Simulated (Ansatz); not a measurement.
GaP: single point with PBE

**The experiment to reproduce.**

From “Stacking defects in GaP nanowires: Electronic structure and optical properties”, 2018, arxiv:1810.01194, for a bulk crystal of GaP at 10 K: band gap 2.34 eV (indirect).

GaP:

```
CELL_PARAMETERS angstrom
0.00000 2.72525 2.72525
2.72525 0.00000 2.72525
2.72525 2.72525 0.00000
ATOMIC_POSITIONS crystal
Ga 0.00000 0.00000 0.00000
P 0.75000 0.75000 0.75000
```

```json
{
  "Program": "Ansatz 0.2.0",
  "Task": "single point",
  "Functional": "PBE",
  "Potentials or basis": "all-electron LAPW, scalar-relativistic",
  "Cutoff": "278 eV (chosen from the basis error)",
  "Basis error allowed": "0.001 eV/atom",
  "k mesh": "8 × 8 × 8",
  "Occupations": "gaussian, width 0.018 eV",
  "Spin": "no spin polarisation"
}
```

The pressure is 2.5 GPa and the band gap on the k mesh is 1.64 eV, indirect (least direct gap 1.83 eV).

Levels at points of the mesh, in eV from the valence-band top:
```csv
k point,band 13,band 14,band 15,band 16,band 17,band 18,band 19,band 20,band 21
"(0.00, 0.00, 0.00)",-14.43,-12.49,0.00,0.00,0.00,1.83,3.89,3.89,3.89
"(0.00, 0.00, -0.50)",-14.42,-10.42,-6.63,-1.12,-1.12,1.68,4.72,4.72,8.28
"(0.00, -0.50, -0.50)",-14.40,-9.53,-6.75,-2.68,-2.68,1.66,1.83,10.58,10.58
```

It took 15 s on 1 thread of Intel(R) Xeon(R) Processor @ 2.70GHz, with other jobs on the host, peak memory 0.29 GiB.

A measured gap of GaP is 2.34 eV (indirect; 10 K; quoted in “Stacking defects in GaP nanowires: Electronic structure and optical properties”, 2018, arxiv:1810.01194); the calculated 1.64 eV misses it by -0.70 eV. Spin-orbit coupling on Ga is left out. The value is that of PBE on a finite k mesh, which can miss the band edges, without temperature or zero-point motion. Semilocal functionals fall short of measured gaps as a rule.
